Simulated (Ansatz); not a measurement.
## Σ5 (310) boundary in bcc Nb, starting shift (0.5, 0): structure and resistance

Aim: the relaxed structure and the specific resistance of the Σ5 (310) boundary in bcc Nb, starting shift (0.5, 0).

Main program and level: Ansatz 0.2.0; Ansatz plane-wave DFT, PBE, PAW files; relaxation of a bicrystal slab with its lowest layers held; PAW set soft_1, in the first sound run; inputs show where later runs differ.

### 1. Starting point

The cell holds 18 atoms: 18 Nb. Its edges and angles: a = 5.483 Å, b = 3.306 Å, c = 29.820 Å, α = 90.0°, β = 90.0°, γ = 72.5°. It derives from Nb. built on the (3 1 0) plane; 2 overlapping atoms removed and the grains opened by 0 Å. Vacuum lies along c.

### 2. Relaxing the bicrystal

The boundary is built by mirroring the lower grain in the boundary plane and removing any atoms that overlap. A thin bicrystal slab is relaxed first, with the lowest layers held and the upper grain free to shift and open.

input.yaml

```yaml
crystal:
  lattice:
    - [5.4828782722, 0.0, 0.0]
    - [0.9968869586, 3.1524333588, 0.0]
    - [0.0, 0.0, 29.8197895304]
  atoms:
    - { symbol: Nb, position: [0.8000000001, 0.6000000001, 0.1676738863] }
    - { symbol: Nb, position: [0.2000000001, 0.9000000001, 0.2027359669] }
    - { symbol: Nb, position: [0.6000000001, 0.2000000001, 0.2377980474] }
    - { symbol: Nb, position: [0.0, 0.5000000001, 0.272860128] }
    - { symbol: Nb, position: [0.4, 0.8000000001, 0.3079222086] }
    - { symbol: Nb, position: [0.8, 0.1, 0.3429842891] }
    - { symbol: Nb, position: [0.2, 0.4, 0.3780463697] }
    - { symbol: Nb, position: [0.6, 0.7, 0.4131084502] }
    - { symbol: Nb, position: [0.0, 0.0, 0.4481705308] }
    - { symbol: Nb, position: [0.7, 0.4, 0.5182946919] }
    - { symbol: Nb, position: [0.3, 0.1, 0.5533567725] }
    - { symbol: Nb, position: [0.9, 0.8000000001, 0.588418853] }
    - { symbol: Nb, position: [0.5, 0.5000000001, 0.6234809336] }
    - { symbol: Nb, position: [0.1000000001, 0.2000000001, 0.6585430142] }
    - { symbol: Nb, position: [0.7000000001, 0.9000000001, 0.6936050947] }
    - { symbol: Nb, position: [0.3000000001, 0.6000000001, 0.7286671753] }
    - { symbol: Nb, position: [0.9000000001, 0.3000000001, 0.7637292558] }
    - { symbol: Nb, position: [0.5000000001, 1.0e-10, 0.7987913364] }
kpoints:
  mp_grid: { grid: [7, 7, 1] }
hamiltonian:
  xc: pbe
  pseudopotentials: { kind: paw, azcp: { folder: soft_1 } }
scf:
  occupations: { method: fermi_dirac, width: 0.1 }
relax:
  f_tol: 0.03
  max_steps: 80
  constraints: [{ sites: [0, 1, 2] }]
```

Launch:

```bash
$ ansatz run input.yaml --threads 4 --pin off --max-ram 15360MiB --backend cpu --events-out ev --progress --plain --runs-dir out
```

Numbers of over 12 decimals in the logs are rounded to 6 here.

The log of the run:

```text
Engine: ansatz 0.2.0, aarch64-unknown-linux-gnu
Pseudopotentials: kind: paw
Pseudopotential: Nb, paw, valence charge 13, recommended cutoff 420 eV (normal), soft_1/Nb.paw.azcp
Functional definition: PBE
  parameter kappa = 0.804
  parameter beta = 0.066725
  exchange = pbe_x(kappa = kappa, mu = beta*pi^2/3)
  correlation = pbe_c(beta = beta)
Crystal: 18 atoms, lattice volume = 515.417 Å³
Basis set: ecut = 420 eV, 10111 PW (Γ), exchange–correlation on 80×48×400 points (8 copies of the dense FFT grid, shifted against one another)
Bands: 141, of which v1, the nominal top of the filled ones, is band 117 counted from 1 (116 counted from 0)
Symmetry: 1 space group operations
Space group: P1 (ITA 1), of the structure as read, at distance tolerance 8.0e-5 Å
k-points: 25 of 49 (time reversal used)
Non-local potential: Nb, projectors of the file, l = 0: 3, l = 1: 2, l = 2: 2, l = 3: 1
PAW form: soft (Blöchl's): semilocal exchange-correlation on the pseudo side does not see the compensation charge
PAW one-centre angular grid: Nb, 590 points (default); XC on 64 Gauss nodes
Initial density: superposition of atomic densities (neutral atoms: chi_scale 0, normalization atom)
Initial wavefunctions: pseudopotential atomic-orbital guess
Functional: x = pbe(κ = 0.804, μ = 0.219515), c = pbe(β = 0.066725)
SCF iter   1: F=—  HF=-81950.829329 eV  |F-HF|=—  |Δ(HF+E_count)|=         —  Δρ=7.47e-2  dr2=2.44e2  ethr=3.10e-3  ⟨swp⟩=8.4  Hψ=16105  notcnv=0
preconditioner: auto → LDOS  [metal: Δε(μ)=0.004 eV  Ē_g=3.703 eV  σ=0.100 eV  W_gap=0.01  n_scr=112 (ndim 8)  ℏωp=15.5 eV  f_vac=0.272  D(μ)=18.08/eV (n_scr^D=138)  β→1.0]
SCF iter   2: F=—  HF=-81943.759420 eV  |F-HF|=—  |Δ(HF+E_count)|=    7.07e0  Δρ=6.92e-2  dr2=4.74e2  ethr=3.10e-3  ⟨swp⟩=11.3  Hψ=17449  notcnv=0  defer=6
SCF iter   3: F=—  HF=-81934.638169 eV  |F-HF|=—  |Δ(HF+E_count)|=    9.12e0  Δρ=1.96e-2  dr2=1.59e1  ethr=3.10e-3  ⟨swp⟩=9.9  Hψ=13511  notcnv=0  defer=1
SCF iter   4: F=—  HF=-81934.020635 eV  |F-HF|=—  |Δ(HF+E_count)|=   6.18e-1  Δρ=4.81e-3  dr2=6.48e-1  ethr=3.10e-3  ⟨swp⟩=4.3  Hψ=4925  notcnv=0  defer=5
SCF iter   5: F=—  HF=-81933.985261 eV  |F-HF|=—  |Δ(HF+E_count)|=   3.54e-2  Δρ=1.94e-3  dr2=2.03e-1  ethr=2.77e-4  ⟨swp⟩=4.4  Hψ=5873  notcnv=0  defer=9
SCF iter   6: F=—  HF=-81933.983442 eV  |F-HF|=—  |Δ(HF+E_count)|=   1.82e-3  Δρ=9.83e-4  dr2=6.57e-2  ethr=8.68e-5  ⟨swp⟩=2.2  Hψ=4252  notcnv=0  defer=2
SCF iter   7: F=—  HF=-81933.982065 eV  |F-HF|=—  |Δ(HF+E_count)|=   1.38e-3  Δρ=1.99e-4  dr2=1.89e-3  ethr=2.81e-5  ⟨swp⟩=2.1  Hψ=3910  notcnv=0
SCF iter   8: F=—  HF=-81933.981285 eV  |F-HF|=—  |Δ(HF+E_count)|=   7.80e-4  Δρ=5.48e-5  dr2=3.33e-5  ethr=8.06e-7  ⟨swp⟩=2.0  Hψ=4528  notcnv=0
SCF iter   9: F=-81933.981302 eV  HF=-81933.981302 eV  |F-HF|=1.51e-8  |Δ(HF+E_count)|=   1.66e-5  Δρ=1.51e-5  dr2=2.91e-6  ethr=9.62e-9  ⟨swp⟩=5.2  Hψ=12657  notcnv=0
SCF 1 converged in 9 iterations: F = -81933.981302 eV  dr2 = 2.91e-6
  greatest PAW one-centre occupation: 0.998 electrons in one spin orbital (limit 2), on the Nb atom at site 14 (counted from 0), in its partial waves of l = 0
relax step   1: F+E_penalty+E_count = -81933.98130174 eV  Δ(F+E_penalty+E_count) = +0.000e0 eV  max|allowed force component| = 1.631e0 eV/Å  Δτ_max = 0.0000 Å  (9 SCF iters, dr2 threshold 2.25e-5 eV, accepted)
Initial density: handed on by an earlier stage of this run
Initial wavefunctions: those handed on with the density
SCF iter   1: F=—  HF=-81934.942249 eV  |F-HF|=—  |Δ(HF+E_count)|=         —  Δρ=1.50e-2  dr2=8.41e0  ethr=3.10e-3  ⟨swp⟩=6.6  Hψ=8674  notcnv=0
preconditioner: auto → LDOS  [metal: Δε(μ)=0.007 eV  Ē_g=3.065 eV  σ=0.100 eV  W_gap=0.02  n_scr=112 (ndim 8)  ℏωp=15.5 eV  f_vac=0.280  D(μ)=24.67/eV (n_scr^D=246)  β→1.0]
SCF iter   2: F=—  HF=-81934.603358 eV  |F-HF|=—  |Δ(HF+E_count)|=   3.39e-1  Δρ=3.89e-3  dr2=4.34e-1  ethr=3.10e-3  ⟨swp⟩=2.3  Hψ=4388  notcnv=0  defer=1
SCF iter   3: F=—  HF=-81934.602522 eV  |F-HF|=—  |Δ(HF+E_count)|=   8.36e-4  Δρ=2.44e-3  dr2=7.72e-2  ethr=1.85e-4  ⟨swp⟩=2.3  Hψ=6311  notcnv=0
SCF iter   4: F=—  HF=-81934.587998 eV  |F-HF|=—  |Δ(HF+E_count)|=   1.45e-2  Δρ=5.90e-4  dr2=5.03e-3  ethr=3.30e-5  ⟨swp⟩=2.2  Hψ=6276  notcnv=0
SCF iter   5: F=—  HF=-81934.587112 eV  |F-HF|=—  |Δ(HF+E_count)|=   8.86e-4  Δρ=1.29e-4  dr2=1.14e-4  ethr=2.15e-6  ⟨swp⟩=3.0  Hψ=6649  notcnv=0
SCF iter   6: F=-81934.587119 eV  HF=-81934.587126 eV  |F-HF|=7.81e-6  |Δ(HF+E_count)|=   1.44e-5  Δρ=4.58e-5  dr2=2.01e-5  ethr=4.27e-8  ⟨swp⟩=2.6  Hψ=12750  notcnv=0
SCF 2 converged in 6 iterations: F = -81934.587119 eV  dr2 = 2.01e-5
relax step   2: F+E_penalty+E_count = -81934.58711860 eV  Δ(F+E_penalty+E_count) = -6.058e-1 eV  max|allowed force component| = 5.587e-1 eV/Å  Δτ_max = 0.1948 Å  (6 SCF iters, dr2 threshold 1.00e-4 eV, accepted)
SCF iter   1: F=—  HF=-81935.335291 eV  |F-HF|=—  |Δ(HF+E_count)|=         —  Δρ=1.60e-2  dr2=2.05e1  ethr=3.10e-3  ⟨swp⟩=5.6  Hψ=8836  notcnv=0
preconditioner: auto → LDOS  [metal: Δε(μ)=0.013 eV  Ē_g=3.098 eV  σ=0.100 eV  W_gap=0.03  n_scr=112 (ndim 8)  ℏωp=15.5 eV  f_vac=0.284  D(μ)=24.68/eV (n_scr^D=246)  β→1.0]
SCF iter   2: F=—  HF=-81935.012401 eV  |F-HF|=—  |Δ(HF+E_count)|=   3.23e-1  Δρ=4.26e-3  dr2=7.43e-1  ethr=3.10e-3  ⟨swp⟩=1.8  Hψ=4156  notcnv=0
SCF iter   3: F=—  HF=-81935.004027 eV  |F-HF|=—  |Δ(HF+E_count)|=   8.37e-3  Δρ=2.77e-3  dr2=8.37e-2  ethr=3.17e-4  ⟨swp⟩=2.0  Hψ=5426  notcnv=0
SCF iter   4: F=—  HF=-81934.985906 eV  |F-HF|=—  |Δ(HF+E_count)|=   1.81e-2  Δρ=4.69e-4  dr2=3.23e-3  ethr=3.58e-5  ⟨swp⟩=2.0  Hψ=5968  notcnv=0
SCF iter   5: F=—  HF=-81934.984700 eV  |F-HF|=—  |Δ(HF+E_count)|=   1.21e-3  Δρ=1.31e-4  dr2=2.44e-4  ethr=1.38e-6  ⟨swp⟩=3.1  Hψ=6535  notcnv=0
SCF iter   6: F=—  HF=-81934.984704 eV  |F-HF|=—  |Δ(HF+E_count)|=   3.25e-6  Δρ=3.92e-5  dr2=2.84e-5  ethr=1.04e-7  ⟨swp⟩=2.0  Hψ=4976  notcnv=0
SCF iter   7: F=-81934.984702 eV  HF=-81934.984704 eV  |F-HF|=1.74e-6  |Δ(HF+E_count)|=   6.98e-7  Δρ=1.47e-5  dr2=3.67e-6  ethr=8.34e-9  ⟨swp⟩=4.9  Hψ=10638  notcnv=0
SCF 3 converged in 7 iterations: F = -81934.984702 eV  dr2 = 3.67e-6
relax step   3: F+E_penalty+E_count = -81934.98470249 eV  Δ(F+E_penalty+E_count) = -3.976e-1 eV  max|allowed force component| = 4.976e-1 eV/Å  Δτ_max = 0.1951 Å  (7 SCF iters, dr2 threshold 1.95e-5 eV, accepted)
[... from here on, the SCF cycles and remarks between the steps are left out ...]
relax step   4: F+E_penalty+E_count = -81935.23521692 eV  Δ(F+E_penalty+E_count) = -2.505e-1 eV  max|allowed force component| = 2.734e-1 eV/Å  Δτ_max = 0.1918 Å  (7 SCF iters, dr2 threshold 2.90e-5 eV, accepted)
relax step   5: F+E_penalty+E_count = -81935.41336377 eV  Δ(F+E_penalty+E_count) = -1.781e-1 eV  max|allowed force component| = 2.578e-1 eV/Å  Δτ_max = 0.2000 Å  (7 SCF iters, dr2 threshold 2.26e-5 eV, accepted)
relax step   6: F+E_penalty+E_count = -81935.52911846 eV  Δ(F+E_penalty+E_count) = -1.158e-1 eV  max|allowed force component| = 1.051e-1 eV/Å  Δτ_max = 0.2000 Å  (7 SCF iters, dr2 threshold 2.01e-5 eV, accepted)
relax step   7: F+E_penalty+E_count = -81935.56781005 eV  Δ(F+E_penalty+E_count) = -3.869e-2 eV  max|allowed force component| = 1.351e-1 eV/Å  Δτ_max = 0.2000 Å  (8 SCF iters, dr2 threshold 1.83e-6 eV, accepted)
relax step   8: F+E_penalty+E_count = -81935.50413951 eV  Δ(F+E_penalty+E_count) = +6.367e-2 eV  max|allowed force component| = 8.853e-1 eV/Å  Δτ_max = 0.1177 Å  (7 SCF iters, dr2 threshold 3.03e-6 eV, rejected (line search))
relax step   9: F+E_penalty+E_count = -81935.57630136 eV  Δ(F+E_penalty+E_count) = -8.491e-3 eV  max|allowed force component| = 3.150e-2 eV/Å  Δτ_max = 0.0589 Å  (8 SCF iters, accepted)
relax step  10: F+E_penalty+E_count = -81935.57725378 eV  Δ(F+E_penalty+E_count) = -9.524e-4 eV  max|allowed force component| = 3.746e-2 eV/Å  Δτ_max = 0.0282 Å  (7 SCF iters, accepted)
SCF iter   1: F=—  HF=-81935.579295 eV  |F-HF|=—  |Δ(HF+E_count)|=         —  Δρ=1.23e-3  dr2=2.74e-2  ethr=2.18e-4  ⟨swp⟩=2.3  Hψ=5532  notcnv=0
preconditioner: auto → LDOS  [metal: Δε(μ)=0.002 eV  Ē_g=3.195 eV  σ=0.100 eV  W_gap=0.01  n_scr=112 (ndim 8)  ℏωp=15.5 eV  f_vac=0.307  D(μ)=23.17/eV (n_scr^D=226)  β→1.0]
SCF iter   2: F=—  HF=-81935.578406 eV  |F-HF|=—  |Δ(HF+E_count)|=   8.89e-4  Δρ=3.75e-4  dr2=1.40e-3  ethr=1.17e-5  ⟨swp⟩=1.0  Hψ=4075  notcnv=0
SCF iter   3: F=—  HF=-81935.578318 eV  |F-HF|=—  |Δ(HF+E_count)|=   8.79e-5  Δρ=2.01e-4  dr2=3.79e-4  ethr=5.98e-7  ⟨swp⟩=2.0  Hψ=6030  notcnv=0
SCF iter   4: F=—  HF=-81935.578224 eV  |F-HF|=—  |Δ(HF+E_count)|=   9.39e-5  Δρ=3.23e-5  dr2=7.71e-6  ethr=1.62e-7  ⟨swp⟩=2.1  Hψ=5768  notcnv=0
SCF iter   5: F=—  HF=-81935.577571 eV  |F-HF|=—  |Δ(HF+E_count)|=   6.53e-4  Δρ=9.61e-6  dr2=1.23e-6  ethr=3.29e-9  ⟨swp⟩=2.9  Hψ=6773  notcnv=0
SCF iter   6: F=—  HF=-81935.577571 eV  |F-HF|=—  |Δ(HF+E_count)|=   2.27e-8  Δρ=3.93e-6  dr2=1.70e-7  ethr=5.25e-10  ⟨swp⟩=2.3  Hψ=4890  notcnv=0
SCF iter   7: F=-81935.577571 eV  HF=-81935.577571 eV  |F-HF|=3.14e-9  |Δ(HF+E_count)|=   6.99e-8  Δρ=1.22e-6  dr2=1.81e-8  ethr=4.27e-11  ⟨swp⟩=5.0  Hψ=11481  notcnv=0
SCF 11 converged in 7 iterations: F = -81935.577571 eV  dr2 = 1.81e-8
relax step  11: F+E_penalty+E_count = -81935.57757101 eV  Δ(F+E_penalty+E_count) = -3.172e-4 eV  max|allowed force component| = 2.852e-2 eV/Å  Δτ_max = 0.0149 Å  (7 SCF iters, accepted)
SCF converged after 7 iterations
Free energy (F): -81935.577571 eV
Harris-Foulkes:  -81935.577571 eV  (|F-HF|=3.14e-9)
Internal energy: -81934.815261 eV  (E = F + TS)
E sigma→0 (E₀):  -81935.196416 eV
Entropy (-TS):   -0.762310 eV (-42.351 meV/atom)
Fermi energy:    10.020504 eV
--- Per-component energies (eV) ---
  E_band       = -3062.026608
  E_kinetic    = 6702.142521
  E_local      = -193443.422467  (includes V_loc(G=0)·N_el)
  E_nonlocal   = 1715.813295
  E_hartree    = 93842.236665
  E_xc         = -2973.831840
  E_vxc        = -3599.191481  (∫ρ·V_xc dr)
  E_paw        = -55480.988859  (= ΣΔE_a)
  E_vpaw       = -2121.860588  (= ΣTr[D̂ρ^β])
  E_aug_tail   = 0.000753  (compensation charges beyond the density's cutoff)
  E_ewald      = 67703.234671
  E_smearing   = -0.762310  (= −TS)
  E_closure    = -0.000000  (closes the sum)
  Σ components = -81935.577571   (vs F -81935.577571, Δ=0.00e0)
--- Forces (eV/Å), atoms counted from 1 ---
  atom   1  Nb     0.19072919    -0.06517526     1.57007218
  atom   2  Nb    -0.47387088     0.16153986    -0.66308502
  atom   3  Nb     0.30001689    -0.09925172    -0.90244611
  atom   4  Nb    -0.00158169    -0.00200943     0.00409837
  atom   5  Nb     0.00450935     0.00817708     0.00697229
  atom   6  Nb    -0.02852294     0.00095998    -0.00078690
  atom   7  Nb     0.01409146    -0.01030322    -0.00576122
  atom   8  Nb     0.00395440     0.00443300    -0.01129458
  atom   9  Nb    -0.00419898    -0.00410846     0.01015670
  atom  10  Nb     0.01007160    -0.00423247     0.00073194
  atom  11  Nb    -0.00984993     0.00838945     0.00574603
  atom  12  Nb    -0.00053703     0.00329335    -0.01165028
  atom  13  Nb     0.00016431    -0.00438366     0.00141535
  atom  14  Nb    -0.00093562    -0.00258339     0.00127374
  atom  15  Nb     0.00213015     0.00853643    -0.00474666
  atom  16  Nb    -0.00141401    -0.00255928    -0.00244010
  atom  17  Nb    -0.00376257    -0.00169120     0.00392758
  atom  18  Nb    -0.00105305     0.00097891    -0.00224116
  max |Σ_I F_I| component: 5.94e-5 eV/Å
--- Relaxed structure (11 steps of the walk, 10 accepted, 0 SCFs on fresh bases) ---
  F+E_penalty+E_count = -81935.57757101 eV   max|allowed force component| = 2.852e-2 eV/Å
  atoms:
    - { symbol: Nb, position: [0.8000000001, 0.600000, 0.1676738863] }
    - { symbol: Nb, position: [0.200000, 0.900000, 0.202736] }
    - { symbol: Nb, position: [0.600000, 0.2000000001, 0.237798] }
    - { symbol: Nb, position: [-0.00558962, 0.501627, 0.271458] }
    - { symbol: Nb, position: [0.396301, 0.806209, 0.307649] }
    - { symbol: Nb, position: [0.795956, 0.099188, 0.343771] }
    - { symbol: Nb, position: [0.192962, 0.393813, 0.375231] }
    - { symbol: Nb, position: [0.586813, 0.775510, 0.416263] }
    - { symbol: Nb, position: [0.075903, -0.202001, 0.452257] }
    - { symbol: Nb, position: [0.682098, 0.400034, 0.494732] }
    - { symbol: Nb, position: [0.280611, 0.112593, 0.525988] }
    - { symbol: Nb, position: [0.888753, 0.809673, 0.562209] }
    - { symbol: Nb, position: [0.483811, 0.504969, 0.596545] }
    - { symbol: Nb, position: [0.081356, 0.208802, 0.631857] }
    - { symbol: Nb, position: [0.681331, 0.908850, 0.668493] }
    - { symbol: Nb, position: [0.281936, 0.610397, 0.702939] }
    - { symbol: Nb, position: [0.864915, 0.320953, 0.738374] }
    - { symbol: Nb, position: [0.470586, 0.019887, 0.765385] }
```

Elapsed: 10 min, on 4 threads of Arm Neoverse V1, shared host; peak memory 2.4 GiB.

Step by step:

| step | energy less that of the first step (eV) | largest force component (eV/Å) |
| --- | --- | --- |
| 1 | 0.0000 | 1.6314 |
| 2 | -0.6058 | 0.5587 |
| 3 | -1.0034 | 0.4976 |
| 4 | -1.2539 | 0.2734 |
| 5 | -1.4321 | 0.2578 |
| 6 | -1.5478 | 0.1051 |
| 7 | -1.5865 | 0.1351 |
| 8 | -1.5228 | 0.8853 |
| 9 | -1.5950 | 0.0315 |
| 10 | -1.5960 | 0.0375 |
| 11 | -1.5963 | 0.0285 |

Relaxation step 8 was tried and not accepted.

The atoms that moved most (Å):

| atom | dx | dy | dz | length |
| --- | --- | --- | --- | --- |
| Nb18 | -0.141 | 0.063 | -0.996 | 1.008 |
| Nb11 | -0.094 | 0.040 | -0.816 | 0.822 |
| Nb13 | -0.084 | 0.016 | -0.803 | 0.808 |
| Nb14 | -0.093 | 0.028 | -0.796 | 0.802 |
| Nb12 | -0.052 | 0.030 | -0.782 | 0.784 |
| Nb17 | -0.171 | 0.066 | -0.756 | 0.778 |
| Nb16 | -0.089 | 0.033 | -0.767 | 0.773 |
| Nb15 | -0.094 | 0.028 | -0.749 | 0.755 |

This step gave:

```
free energy             : -81935.5776 eV
energy at zero smearing : -81935.1964 eV
Fermi energy            : 10.02 eV
```

The largest force component on a free atom ends at 0.029 eV/Å, under the tolerance of 0.03, after 11 steps.

[end of part 1 of 3]

[Logs are printed without paths, hosts, clocks, repeated set-up lines and the standing remarks that a program may print on its own settings, such as how far it seeks lower states.]

[Hosts, paths, dates, database ids (printed as entryN), source tags and the programs' standing remarks are cut or masked in the printed files.]
